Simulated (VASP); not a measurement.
# SiO2 (Stishovite) (P4_2/mnm) in VASP: notebook

One crystal, SiO2 (Stishovite), is run at these levels: LDA, r2SCAN, RPBE; tasks: relaxation of shape and atoms at fixed volume, relaxation of cell and atoms.

Program: VASP 6.6.1. These are calculated values, not measurements. Logs are shortened: lines on timing, memory, paths and dates and some standing lists are left out, and cuts for length are marked.

## 1. The structure

The structure is tetragonal, space group P4_2/mnm (No. 136). The conventional cell has a = 4.177 Å, b = 4.177 Å, c = 2.665 Å, α = 90.00°, β = 90.00°, γ = 90.00°. Around Si (site symmetry mmm) lie 6 O at 1.76 to 1.81 Å. O (site symmetry m2m) has 3 Si at 1.76 to 1.81 Å as nearest neighbours.

## 2. Relaxation of shape and atoms at fixed volume, LDA (a relaxed cell with its volume scaled by 1.04)

Input file INCAR:

```
SYSTEM = SiO2
PREC = Accurate
ENCUT = 600
EDIFF = 1E-7
ISMEAR = 0
SIGMA = 0.03
LREAL = .False.
LASPH = .True.
NELM = 80
ALGO = Normal
ISIF = 4
LWAVE = .False.
LCHARG = .False.
IBRION = 2
NSW = 40
EDIFFG = -0.01
KPAR = 2
```

Input file KPOINTS:

```
Automatic mesh
0
Gamma
  8 8 10
  0 0 0
```

Input file POSCAR:

```
SiO2                                    
1.0
    4.2090391275     -0.0000000000      0.0000000000
    0.0000000000      4.2090391275      0.0000000000
    0.0000000000      0.0000000000      2.7010507402
  Si              O             
     2     4
Direct
     0.0000000000000000    0.0000000000000000    0.0000000000000000
     0.5000000000000000    0.5000000000000000    0.5000000000000000
     0.3053962239363520    0.3053962239363520    0.0000000000000000
     0.1946037760636481    0.8053962239363520    0.5000000000000000
     0.6946037760636480    0.6946037760636480    0.0000000000000000
     0.8053962239363520    0.1946037760636481    0.5000000000000000
```

Potentials or basis: VASP PAW LDA potentials, release 64 (Si, O).

Launch:

```console
> cat potpaw_LDA.64/Si/POTCAR potpaw_LDA.64/O/POTCAR > POTCAR
> mpirun -np 2 vasp_std > vasp.out
```

OUTCAR:

```text
SYSTEM = SiO2
   PREC = Accurate
   ENCUT = 600
   EDIFF = 1E-7
   ISMEAR = 0
   LREAL = .False.
   LASPH = .True.
   NELM = 80
   ISIF = 4
   IBRION = 2
   NSW = 40
   EDIFFG = -0.01

 ion  position               nearest neighbor table
   1  0.000  0.000  0.000-   4 1.78   6 1.78   4 1.78   6 1.78   5 1.82   3 1.82
   2  0.500  0.500  0.500-   3 1.78   5 1.78   3 1.78   5 1.78   4 1.82   6 1.82
   3  0.305  0.305  0.000-   2 1.78   2 1.78   1 1.82
   4  0.195  0.805  0.500-   1 1.78   1 1.78   2 1.82
   5  0.695  0.695  0.000-   2 1.78   2 1.78   1 1.82
   6  0.805  0.195  0.500-   1 1.78   1 1.78   2 1.82

  LATTYP: Found a simple tetragonal cell.
 ALAT       =     4.2090391275
 C/A-ratio  =     0.6417262131

  Lattice vectors:

 A1 = (   4.2090391275,   0.0000000000,   0.0000000000)
 A2 = (   0.0000000000,   4.2090391275,   0.0000000000)
 A3 = (   0.0000000000,   0.0000000000,   2.7010507402)

Analysis of symmetry for initial positions (statically):
=====================================================================
 Subroutine PRICEL returns:
 Original cell was already a primitive cell.

 Routine SETGRP: Setting up the symmetry group for a
 simple tetragonal supercell.

 Subroutine GETGRP returns: Found 16 space group operations
 (whereof  8 operations were pure point group operations)
 out of a pool of 16 trial point group operations.

The static configuration has the point symmetry D_2h.
 The point group associated with its full space group is D_4h.

Analysis of symmetry for dynamics (positions and initial velocities):
=====================================================================
 Subroutine PRICEL returns:
 Original cell was already a primitive cell.

 Routine SETGRP: Setting up the symmetry group for a
 simple tetragonal supercell.

 Subroutine GETGRP returns: Found 16 space group operations
 (whereof  8 operations were pure point group operations)
 out of a pool of 16 trial point group operations.

The dynamic configuration has the point symmetry D_2h.
 The point group associated with its full space group is D_4h.

 Subroutine INISYM returns: Found 16 space group operations
 (whereof  8 operations are pure point group operations),
 and found     1 'primitive' translations

----------------------------------------------------------------------------------------

                                     Primitive cell

  volume of cell :      47.8518

  direct lattice vectors                    reciprocal lattice vectors
     4.209039127  0.000000000  0.000000000     0.237583916  0.000000000  0.000000000
     0.000000000  4.209039127  0.000000000     0.000000000  0.237583916  0.000000000
     0.000000000  0.000000000  2.701050740     0.000000000  0.000000000  0.370226292

  length of vectors
     4.209039127  4.209039127  2.701050740     0.237583916  0.237583916  0.370226292

  position of ions in fractional coordinates (direct lattice)
     0.000000000  0.000000000  0.000000000
     0.500000000  0.500000000  0.500000000
     0.305396224  0.305396224  0.000000000
     0.194603776  0.805396224  0.500000000
     0.694603776  0.694603776  0.000000000
     0.805396224  0.194603776  0.500000000

  ion indices of the primitive-cell ions
   primitive index   ion index
                 1           1
                 2           2
                 3           3
                 4           4
                 5           5
                 6           6

----------------------------------------------------------------------------------------

 KPOINTS: Automatic mesh

Automatic generation of k-mesh.
 Grid dimensions read from file:
 generate k-points for:    8    8   10

 Generating k-lattice:

  Cartesian coordinates                     Fractional coordinates (reciprocal lattice)
     0.029697990  0.000000000  0.000000000     0.125000000  0.000000000  0.000000000
     0.000000000  0.029697990  0.000000000     0.000000000  0.125000000  0.000000000
     0.000000000  0.000000000  0.037022629     0.000000000  0.000000000  0.100000000

  Length of vectors
     0.029697990  0.029697990  0.037022629

  Shift w.r.t. Gamma in fractional coordinates (k-lattice)
     0.000000000  0.000000000  0.000000000

 Subroutine IBZKPT returns following result:
 ===========================================

 Found     90 irreducible k-points:

 Following reciprocal coordinates:
            Coordinates               Weight
  0.000000  0.000000  0.000000      1.000000
  0.125000  0.000000  0.000000      4.000000
  0.250000  0.000000  0.000000      4.000000
  0.375000  0.000000  0.000000      4.000000
  0.500000  0.000000  0.000000      2.000000
  0.125000  0.125000  0.000000      4.000000
[... 16 lines left out ...]
  0.375000  0.125000  0.100000     16.000000
  0.500000  0.125000  0.100000      8.000000
 [... further k-points ...]
   k-points           NKPTS =     90   k-points in BZ     NKDIM =     90   number of bands    NBANDS=     20
   number of dos      NEDOS =    301   number of ions     NIONS =      6
   total plane-waves  NPLWV =  31104
   dimension x,y,z NGX =    36 NGY =   36 NGZ =   24
   dimension x,y,z NGXF=    72 NGYF=   72 NGZF=   48
   ions per type =               2   4
   NGX,Y,Z   is equivalent  to a cutoff of  14.22, 14.22, 14.77 a.u.
   NGXF,Y,Z  is equivalent  to a cutoff of  28.44, 28.44, 29.54 a.u.
 SYSTEM =  SiO2
   PREC   = accura    normal or accurate (medium, high low for compatibility)
   ISTART =      0    job   : 0-new  1-cont  2-samecut
   ICHARG =      2    charge: 1-file 2-atom 10-const
   ISPIN  =      1    spin polarized calculation?
   LNONCOLLINEAR =      F non collinear calculations
   LSORBIT =      F    spin-orbit coupling
   LASPH  =      T    aspherical Exc in radial PAW
   ENCUT  =  600.0 eV  44.10 Ry    6.64 a.u.   8.41  8.41  5.39*2*pi/ulx,y,z
   NELM   =     80;   NELMIN=  2; NELMDL= -5     # of ELM steps
   EDIFF  = 0.1E-06   stopping-criterion for ELM
   LREAL  =      F    real-space projection
   EDIFFG = -.1E-01   stopping-criterion for IOM
   NSW    =     40    number of steps for IOM
   IBRION =      2    ionic relax: 0-MD 1-quasi-New 2-CG
   NFREE  =      1    steps in history (QN), initial steepest desc. (CG)
   ISIF   =      4    stress and relaxation
   ISYM   =      2    0-nonsym 1-usesym 2-fastsym
   POTIM  = 0.5000    time-step for ionic-motion
   TEBEG  =    0.0;   TEEND  =   0.0 temperature during run
   PSTRESS=    0.0 pullay stress
   NELECT =      32.0000    total number of electrons
   NUPDOWN=      -1.0000    fix difference up-down
   EMIN   =  10.00;   EMAX   =-10.00  energy-range for DOS
   EFERMI =   0.00;   METHOD = LEGACY
   ISMEAR =     0;   SIGMA  =   0.03  broadening in eV -4-tet -1-fermi 0-gaus
   EFERMI_NEDOS =   21; number of points for ismear=-14 and -15
   IALGO  =     38    algorithm
   IMIX   =      4    mixing-type and parameters
     AMIX     =   0.40;   BMIX     =  1.00
     AMIX_MAG =   1.60;   BMIX_MAG =  1.00
  volume/ion in A,a.u.               =       7.98        53.82
  Fermi-wavevector in a.u.,A,eV,Ry     =   1.431612  2.705354 27.885308  2.049512
  Thomas-Fermi vector in A             =   2.551329
   LORBIT       =      0    0 simple, 1 ext, 2 COOP (PROOUT), +10 PAW based schemes
   GGA     = CA    functional components
   LHFCALC =     F    Hartree Fock is set to
   AEXX    =    0.0000 exact exchange contribution
   IVDW    =     0    specifies the selected vdW correction
   LEPSILON=     F    determine dielectric tensor
   LRPA    =     F    only Hartree local field effects (RPA)
 conjugate gradient relaxation of ions
 non-spin polarized calculation
 Gauss-broadening in eV      SIGMA  =   0.03
  energy-cutoff  :      600.00
  volume of cell :       47.85
 maximum number of plane-waves:      1618
 NGX is ok and might be reduce to    36
   NGX = 17   NGY = 17   NGZ = 11

--------------------------------------- Ionic step        1  -------------------------------------------

 number of electron      32.0000003 magnetization

 Free energy of the ion-electron system (eV)
  ---------------------------------------------------
  ext. energy  EPLUGINS =         0.00000000
  ---------------------------------------------------
  free energy    TOTEN  =       -51.92236597 eV

  energy without entropy =      -51.92236597  energy(sigma->0) =      -51.92236597

------------------------ aborting loop because EDIFF is reached ----------------------------------------

  FORCE on cell =-STRESS in cart. coord.  units (eV):
  Direction    XX          YY          ZZ          XY          YZ          ZX
  --------------------------------------------------------------------------------------
  -------------------------------------------------------------------------------------
  Total       -3.4135776     -3.4135776     -4.1295763      0.0000000      0.0000000      0.0000000
  in kB     -114.2935421   -114.2935421   -138.2666408      0.0000000      0.0000000      0.0000000
  external PRESSURE =    -122.2845750 kB  Pullay stress =       0.0000000 kB
[... 145 lines left out ...]
  energy  without entropy=      -51.9291184818  energy(sigma->0) =      -51.92911848

--------------------------------------- Ionic step        5  -------------------------------------------

 number of electron      32.0000006 magnetization

 Free energy of the ion-electron system (eV)
  ---------------------------------------------------
  ext. energy  EPLUGINS =         0.00000000
  ---------------------------------------------------
  free energy    TOTEN  =       -51.92916018 eV

  energy without entropy =      -51.92916018  energy(sigma->0) =      -51.92916018

 E-fermi :   7.8231     XC(G=0): -12.5905

 val. band max:        7.6996753281   @ k =   0.0000   0.0000   0.0000
 cond. band min:      12.8742466800   @ k =   0.0000   0.0000   0.0000
 fundamental gap:      5.1745713518
 Fermi energy:         7.8231082654

 k-point     1 :       0.0000    0.0000    0.0000
  band No.  band energies     occupation
      1     -14.4339      2.00000
      2     -10.8096      2.00000
      3     -10.8096      2.00000
      4     -10.6593      2.00000
      5      -2.9817      2.00000
      6       1.3448      2.00000
[... 12 lines left out ...]
     19      15.8576      0.00000
[... 513 lines left out ...]
      4     -10.3777      2.00000
      5      -1.2565      2.00000
      6      -1.2565      2.00000
[... 12 lines left out ...]
     19      17.0739      0.00000
     20      17.0739      0.00000

 [... further k-points ...]

------------------------ aborting loop because EDIFF is reached ----------------------------------------

  FORCE on cell =-STRESS in cart. coord.  units (eV):
  Direction    XX          YY          ZZ          XY          YZ          ZX
  --------------------------------------------------------------------------------------
  -------------------------------------------------------------------------------------
  Total       -3.2809508     -3.2809508     -3.2811939     -0.0000000      0.0000000      0.0000000
  in kB     -109.8529269   -109.8529269   -109.8610649     -0.0000000      0.0000000      0.0000000
  external PRESSURE =    -109.8556395 kB  Pullay stress =       0.0000000 kB
[... 21 lines left out ...]
  FREE ENERGIE OF THE ION-ELECTRON SYSTEM (eV)
  ---------------------------------------------------
  free  energy   TOTEN  =       -51.9291601816 eV

  energy  without entropy=      -51.9291601816  energy(sigma->0) =      -51.92916018

 reached required accuracy - stopping structural energy minimisation
```

It took 60 s on 2 MPI ranks of Intel Xeon 6975P-C (Granite Rapids), shared host; peak memory 0.19 GiB.

What came out:

```
Free energy               : -51.9292 eV
Energy gained by relaxing : 1.1 meV/atom
Ionic steps               : 5
Pressure after relaxing   : -11.0 GPa
Band gap on the k mesh    : 5.17 eV, direct
```

The path:
```csv
step,energy change (eV),largest force (eV/Å),pressure (GPa)
1,0.0000,0.2388,-12.23
2,-0.0062,0.0682,-10.97
3,-0.0063,0.0381,-11.10
4,-0.0068,0.0109,-10.96
5,-0.0068,0.0001,-10.99
```

Final structure:
```yaml
crystal:
  lattice:
    - [4.22097, 0.00000, 0.00000]
    - [0.00000, 4.22097, 0.00000]
    - [0.00000, 0.00000, 2.68581]
  atoms:
    - { symbol: Si, position: [0.00000, 0.00000, 0.00000] }
    - { symbol: Si, position: [0.50000, 0.50000, 0.50000] }
    - { symbol: O, position: [0.30706, 0.30706, 0.00000] }
    - { symbol: O, position: [0.19294, 0.80706, 0.50000] }
    - { symbol: O, position: [0.69294, 0.69294, 0.00000] }
    - { symbol: O, position: [0.80706, 0.19294, 0.50000] }
```

A k mesh can miss the band edges.

(Part 1 of 4 ends here.)
